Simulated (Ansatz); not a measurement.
ZrB2:

```
Zr B
1.0
     3.17000    0.00000    0.00000
    -1.58500    2.74530    0.00000
     0.00000    0.00000    3.53300
Zr B
1 2
Cartesian
  0.0000 0.0000 0.0000
  1.5850 0.9151 1.7665
  0.0000 1.8302 1.7665
```

- Program: Ansatz 0.2.0
- Task: relaxation of cell and atoms
- Functional: PBE
- Dispersion: D4
- Potentials or basis: Ansatz PAW
- Cutoff: 420 eV (not typed: the program's choice for these potentials)
- k mesh: 10 × 10 × 8
- Occupations: fermi-dirac, width 0.05 eV
- Spin: no spin polarisation

At the start: volume 10.25 Å³/atom.

Problem. How do energy, volume and symmetry change on relaxing?

Solution. It ends after 6 steps and the volume is 10.04 Å³/atom (-2.1 %); space group P6/mmm (No. 191, to 0.05 Å).

Step by step:
```csv
step,energy change (eV),largest force (eV/Å),volume (Å³)
1,0.0000,0.0000,30.75
2,-0.0064,0.0000,29.81
3,-0.0106,0.0000,30.09
4,-0.0108,0.0000,30.12
5,-0.0109,0.0000,30.11
6,-0.0102,0.0000,30.11
```

Final structure:
```yaml
crystal:
  lattice:
    - [3.15194, 0.00000, 0.00000]
    - [-1.57597, 2.72966, 0.00000]
    - [0.00000, 0.00000, 3.50022]
  atoms:
    - { symbol: Zr, position: [0.00000, 0.00000, 0.00000] }
    - { symbol: B, position: [0.66667, 0.33333, 0.50000] }
    - { symbol: B, position: [0.33333, 0.66667, 0.50000] }
```

Caveat: the plane-wave basis is chosen anew once the cell has moved, so the energies of steps on either side of that aren't comparable; pairwise dispersion overbinds metals, which lowers pressure and volume.
